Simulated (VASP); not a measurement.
# V (P6_3/mmc) in VASP: further runs

One crystal, V, is run at these levels: PBEsol; tasks: single point.

All numbers are computed with VASP 6.6.1; they aren't measurements. Logs are shortened: lines on timing, memory, paths and dates and some standing lists are left out, and cuts for length are marked.

## (1) Starting point

It takes space group P6_3/mmc (No. 194, hexagonal). Conventional cell: a = 2.573 Å, b = 2.573 Å, c = 4.645 Å, α = 90.00°, β = 90.00°, γ = 120.00°. Around V (site symmetry -6m2) lie 12 V at 2.57 to 2.76 Å.

This isn't the form of V at room conditions, which is bcc.

## (2) Single point, PBEsol

Input file INCAR:

```
SYSTEM = V
ALGO = Normal
EDIFF = 1E-6
ENCUT = 700
GGA = PS
ISIF = 2
ISMEAR = 0
LASPH = .True.
LCHARG = .False.
LREAL = .False.
LWAVE = .False.
NBANDS = 20
NELM = 100
PREC = Accurate
SIGMA = 0.1
```

Input file KPOINTS:

```
k-points
0
Gamma
  18 18 10
  0 0 0
```

Input file POSCAR:

```
V
1.0
    2.5733900000      0.0000000000      0.0000000000
   -1.2866900000      2.2286200000      0.0000000000
    0.0000000000      0.0000000000      4.6451000000
V
2
Direct
    0.3333300000      0.6666700000      0.2500000000
    0.6666700000      0.3333300000      0.7500000000
```

Potentials or basis: VASP PAW PBE potentials, release 64 (V_sv).

Command:

```sh
$ cat potpaw_PBE.64/V_sv/POTCAR > POTCAR
$ mpirun -np 1 vasp_std > vasp.out
```

OUTCAR:

```text
SYSTEM = V
   EDIFF = 1E-6
   ENCUT = 700
   GGA = PS
   ISIF = 2
   ISMEAR = 0
   LASPH = .True.
   LREAL = .False.
   NELM = 100
   PREC = Accurate

 ion  position               nearest neighbor table
   1  0.333  0.667  0.250-   2 2.76   2 2.76   2 2.76   2 2.76   2 2.76   2 2.76
   2  0.667  0.333  0.750-   1 2.76   1 2.76   1 2.76   1 2.76   1 2.76   1 2.76

  LATTYP: Found a hexagonal cell.
 ALAT       =     2.5733900000
 C/A-ratio  =     1.8050509250

  Lattice vectors:

 A1 = (   2.5733900000,   0.0000000000,   0.0000000000)
 A2 = (  -1.2866900000,   2.2286200000,   0.0000000000)
 A3 = (   0.0000000000,   0.0000000000,   4.6451000000)

Analysis of symmetry for initial positions (statically):
=====================================================================
 Subroutine PRICEL returns:
 Original cell was already a primitive cell.

 Routine SETGRP: Setting up the symmetry group for a
 hexagonal supercell.

 Subroutine GETGRP returns: Found  8 space group operations
 (whereof  4 operations were pure point group operations)
 out of a pool of 24 trial point group operations.

The static configuration has the point symmetry C_2h.
 The point group associated with its full space group is D_2h.

Analysis of symmetry for dynamics (positions and initial velocities):
=====================================================================
 Subroutine PRICEL returns:
 Original cell was already a primitive cell.

 Routine SETGRP: Setting up the symmetry group for a
 hexagonal supercell.

 Subroutine GETGRP returns: Found  8 space group operations
 (whereof  4 operations were pure point group operations)
 out of a pool of 24 trial point group operations.

The dynamic configuration has the point symmetry C_2h.
 The point group associated with its full space group is D_2h.

 Subroutine INISYM returns: Found  8 space group operations
 (whereof  4 operations are pure point group operations),
 and found     1 'primitive' translations

----------------------------------------------------------------------------------------

                                     Primitive cell

  volume of cell :      26.6402

  direct lattice vectors                    reciprocal lattice vectors
     2.573390000  0.000000000  0.000000000     0.388592479  0.224353213  0.000000000
    -1.286690000  2.228620000  0.000000000     0.000000000  0.448708169  0.000000000
     0.000000000  0.000000000  4.645100000     0.000000000  0.000000000  0.215280618

  length of vectors
     2.573390000  2.573386535  4.645100000     0.448707565  0.448708169  0.215280618

  position of ions in fractional coordinates (direct lattice)
     0.333330000  0.666670000  0.250000000
     0.666670000  0.333330000  0.750000000

  ion indices of the primitive-cell ions
   primitive index   ion index
                 1           1
                 2           2

----------------------------------------------------------------------------------------

 KPOINTS: k-points

Automatic generation of k-mesh.
 Grid dimensions read from file:
 generate k-points for:   18   18   10

 Generating k-lattice:

  Cartesian coordinates                     Fractional coordinates (reciprocal lattice)
     0.021588471  0.012464067  0.000000000     0.055555556  0.000000000  0.000000000
     0.000000000  0.024928232  0.000000000     0.000000000  0.055555556  0.000000000
     0.000000000  0.000000000  0.021528062     0.000000000  0.000000000  0.100000000

  Length of vectors
     0.024928198  0.024928232  0.021528062

  Shift w.r.t. Gamma in fractional coordinates (k-lattice)
     0.000000000  0.000000000  0.000000000

 Subroutine IBZKPT returns following result:
 ===========================================

 Found    546 irreducible k-points:

 Following reciprocal coordinates:
            Coordinates               Weight
  0.000000  0.000000  0.000000      1.000000
  0.055556  0.000000  0.000000      4.000000
 -0.055556  0.055556  0.000000      2.000000
  0.111111  0.000000  0.000000      4.000000
 -0.111111  0.111111  0.000000      2.000000
  0.166667  0.000000  0.000000      4.000000
[... 16 lines left out ...]
 -0.055556  0.166667  0.000000      4.000000
 -0.166667  0.111111  0.000000      4.000000
 [... further k-points ...]
   k-points           NKPTS =    546   k-points in BZ     NKDIM =    546   number of bands    NBANDS=     20
   number of dos      NEDOS =    301   number of ions     NIONS =      2
   total plane-waves  NPLWV =  23040
   dimension x,y,z NGX =    24 NGY =   24 NGZ =   40
   dimension x,y,z NGXF=    48 NGYF=   48 NGZF=   80
   ions per type =               2
   NGX,Y,Z   is equivalent  to a cutoff of  15.50, 15.50, 14.32 a.u.
   NGXF,Y,Z  is equivalent  to a cutoff of  31.01, 31.01, 28.63 a.u.
 SYSTEM =  V
   PREC   = accura    normal or accurate (medium, high low for compatibility)
   ISTART =      0    job   : 0-new  1-cont  2-samecut
   ICHARG =      2    charge: 1-file 2-atom 10-const
   ISPIN  =      1    spin polarized calculation?
   LNONCOLLINEAR =      F non collinear calculations
   LSORBIT =      F    spin-orbit coupling
   LASPH  =      T    aspherical Exc in radial PAW
   ENCUT  =  700.0 eV  51.45 Ry    7.17 a.u.   5.55  5.55 10.02*2*pi/ulx,y,z
   NELM   =    100;   NELMIN=  2; NELMDL= -5     # of ELM steps
   EDIFF  = 0.1E-05   stopping-criterion for ELM
   LREAL  =      F    real-space projection
   EDIFFG = 0.1E-04   stopping-criterion for IOM
   NSW    =      0    number of steps for IOM
   IBRION =     -1    ionic relax: 0-MD 1-quasi-New 2-CG
   NFREE  =      0    steps in history (QN), initial steepest desc. (CG)
   ISIF   =      2    stress and relaxation
   ISYM   =      2    0-nonsym 1-usesym 2-fastsym
   POTIM  = 0.5000    time-step for ionic-motion
   TEBEG  =    0.0;   TEEND  =   0.0 temperature during run
   PSTRESS=    0.0 pullay stress
   NELECT =      26.0000    total number of electrons
   NUPDOWN=      -1.0000    fix difference up-down
   EMIN   =  10.00;   EMAX   =-10.00  energy-range for DOS
   EFERMI =   0.00;   METHOD = LEGACY
   ISMEAR =     0;   SIGMA  =   0.10  broadening in eV -4-tet -1-fermi 0-gaus
   EFERMI_NEDOS =   21; number of points for ismear=-14 and -15
   IALGO  =     38    algorithm
   IMIX   =      4    mixing-type and parameters
     AMIX     =   0.40;   BMIX     =  1.00
     AMIX_MAG =   1.60;   BMIX_MAG =  1.00
  volume/ion in A,a.u.               =      13.32        89.89
  Fermi-wavevector in a.u.,A,eV,Ry     =   1.623879  3.068687 35.878340  2.636984
  Thomas-Fermi vector in A             =   2.717257
   LORBIT       =      0    0 simple, 1 ext, 2 COOP (PROOUT), +10 PAW based schemes
   GGA     = PS    functional components
   LHFCALC =     F    Hartree Fock is set to
   AEXX    =    0.0000 exact exchange contribution
   IVDW    =     0    specifies the selected vdW correction
   LEPSILON=     F    determine dielectric tensor
   LRPA    =     F    only Hartree local field effects (RPA)
 non-spin polarized calculation
 Gauss-broadening in eV      SIGMA  =   0.10
  energy-cutoff  :      700.00
  volume of cell :       26.64
 maximum number of plane-waves:      1149
 NGX is ok and might be reduce to    24
   NGX = 11   NGY = 11   NGZ = 21

 number of electron      26.0000008 magnetization

 Free energy of the ion-electron system (eV)
  ---------------------------------------------------
  ext. energy  EPLUGINS =         0.00000000
  ---------------------------------------------------
  free energy    TOTEN  =       -18.74264015 eV

  energy without entropy =      -18.72627249  energy(sigma->0) =      -18.73445632

 E-fermi :  10.0674     XC(G=0): -13.1030

 val. band max:       10.0578374816   @ k =  -0.2222   0.2222   0.4000
 cond. band min:      10.0687732044   @ k =   0.4444   0.1111   0.2000
 fundamental gap:      0.0109357228
 Fermi energy:        10.0673843996

 k-point     1 :       0.0000    0.0000    0.0000
  band No.  band energies     occupation
      1     -53.6869      2.00000
      2     -53.5551      2.00000
      3     -27.9409      2.00000
      4     -27.1968      2.00000
      5     -27.0623      2.00000
      6     -27.0623      2.00000
[... 12 lines left out ...]
     19      13.0840      0.00000
     20      13.0841      0.00000

 k-point     2 :       0.0556    0.0000    0.0000
  band No.  band energies     occupation
      1     -53.6803      2.00000
      2     -53.5504      2.00000
      3     -27.9312      2.00000
      4     -27.1974      2.00000
      5     -27.0921      2.00000
      6     -27.0702      2.00000
[... 12 lines left out ...]
     19      13.1009      0.00000
     20      13.3615      0.00000

 k-point     3 :      -0.0556    0.0556    0.0000
  band No.  band energies     occupation
      1     -53.6803      2.00000
      2     -53.5504      2.00000
      3     -27.9312      2.00000
      4     -27.1974      2.00000
      5     -27.0921      2.00000
      6     -27.0702      2.00000
[... 12 lines left out ...]
     19      13.1010      0.00000
     20      13.3615      0.00000

 k-point     4 :       0.1111    0.0000    0.0000
  band No.  band energies     occupation
      1     -53.6615      2.00000
      2     -53.5368      2.00000
      3     -27.9028      2.00000
      4     -27.1994      2.00000
      5     -27.1780      2.00000
      6     -27.1119      2.00000
[... 12 lines left out ...]
     19      13.1387      0.00000
     20      14.0248      0.00000

 k-point     5 :      -0.1111    0.1111    0.0000
  band No.  band energies     occupation
      1     -53.6615      2.00000
      2     -53.5368      2.00000
      3     -27.9028      2.00000
      4     -27.1994      2.00000
      5     -27.1780      2.00000
      6     -27.1119      2.00000
[... 12 lines left out ...]
     19      13.1387      0.00000
     20      14.0247      0.00000

 k-point     6 :       0.1667    0.0000    0.0000
  band No.  band energies     occupation
      1     -53.6323      2.00000
      2     -53.5161      2.00000
      3     -27.8580      2.00000
      4     -27.3096      2.00000
      5     -27.2421      2.00000
      6     -27.2038      2.00000
[... 12 lines left out ...]
     19      13.1753      0.00000
     20      14.8803      0.00000

 k-point     7 :      -0.1667    0.1667    0.0000
  band No.  band energies     occupation
      1     -53.6323      2.00000
      2     -53.5161      2.00000
      3     -27.8580      2.00000
      4     -27.3096      2.00000
      5     -27.2422      2.00000
      6     -27.2038      2.00000
[... 12 lines left out ...]
     19      13.1753      0.00000
     20      14.8803      0.00000
[... 277 lines left out ...]
 k-point    20 :       0.0556    0.0556    0.0000
  band No.  band energies     occupation
      1     -53.6677      2.00000
      2     -53.5412      2.00000
      3     -27.9122      2.00000
      4     -27.1987      2.00000
      5     -27.1472      2.00000
      6     -27.1007      2.00000
[... 12 lines left out ...]
     19      13.1174      0.00000
     20      13.8276      0.00000

 k-point    21 :      -0.0556    0.1111    0.0000
  band No.  band energies     occupation
      1     -53.6677      2.00000
      2     -53.5412      2.00000
      3     -27.9122      2.00000
      4     -27.1987      2.00000
      5     -27.1472      2.00000
      6     -27.1007      2.00000
[... 12 lines left out ...]
     19      13.1174      0.00000
     20      13.8275      0.00000

 k-point    22 :       0.1111    0.0556    0.0000
  band No.  band energies     occupation
      1     -53.6436      2.00000
      2     -53.5241      2.00000
      3     -27.8756      2.00000
      4     -27.2516      2.00000
      5     -27.2019      2.00000
      6     -27.2000      2.00000
[... 12 lines left out ...]
     19      13.1363      0.00000
     20      14.5734      0.00000

 k-point    23 :      -0.0556    0.1667    0.0000
  band No.  band energies     occupation
      1     -53.6436      2.00000
      2     -53.5241      2.00000
      3     -27.8756      2.00000
      4     -27.2516      2.00000
      5     -27.2019      2.00000
      6     -27.2000      2.00000
[... 12 lines left out ...]
     19      13.1363      0.00000
     20      14.5734      0.00000

 k-point    24 :      -0.1667    0.1111    0.0000
  band No.  band energies     occupation
      1     -53.6436      2.00000
      2     -53.5241      2.00000
      3     -27.8756      2.00000
      4     -27.2516      2.00000
      5     -27.2019      2.00000
      6     -27.2000      2.00000
[... 12 lines left out ...]
     19      13.1364      0.00000
     20      14.5734      0.00000

 [... further k-points ...]

------------------------ aborting loop because EDIFF is reached ----------------------------------------

  FORCE on cell =-STRESS in cart. coord.  units (eV):
  Direction    XX          YY          ZZ          XY          YZ          ZX
  --------------------------------------------------------------------------------------
  -------------------------------------------------------------------------------------
  Total       -0.0046361     -0.0045100     -0.0230771      0.0001092      0.0000000      0.0000000
  in kB       -0.2788197     -0.2712372     -1.3878922      0.0065658      0.0000000      0.0000000
  external PRESSURE =      -0.6459830 kB  Pullay stress =       0.0000000 kB

 VOLUME and BASIS-vectors are now :
 -----------------------------------------------------------------------------
  energy-cutoff  :      700.00
  volume of cell :       26.64
      direct lattice vectors                 reciprocal lattice vectors
     2.573390000  0.000000000  0.000000000     0.388592479  0.224353213  0.000000000
    -1.286690000  2.228620000  0.000000000     0.000000000  0.448708169  0.000000000
     0.000000000  0.000000000  4.645100000     0.000000000  0.000000000  0.215280618

 POSITION                                       TOTAL-FORCE (eV/Angst)
 -----------------------------------------------------------------------------------
     -0.00001      1.48575      1.16128        -0.000036      0.000021     -0.000000
      1.28671      0.74287      3.48383         0.000036     -0.000021      0.000000
 -----------------------------------------------------------------------------------
    total drift:                               -0.000000      0.000000      0.000000

  FREE ENERGIE OF THE ION-ELECTRON SYSTEM (eV)
  ---------------------------------------------------
  free  energy   TOTEN  =       -18.7426401501 eV

  energy  without entropy=      -18.7262724897  energy(sigma->0) =      -18.73445632
```

Wall time 86 s (1 thread of Intel Xeon 6975P-C (Granite Rapids), shared host); peak memory 0.45 GiB.

What came out:

```yaml
Free_energy: -18.7426 eV
Pressure: -0.1 GPa
Band_gap_on_the_k_mesh: none (metal or under the smearing width)
```

Caveat: the PAW data sets were made with another functional, which shifts forces and pressure a little.

[end of part 1 of 2]
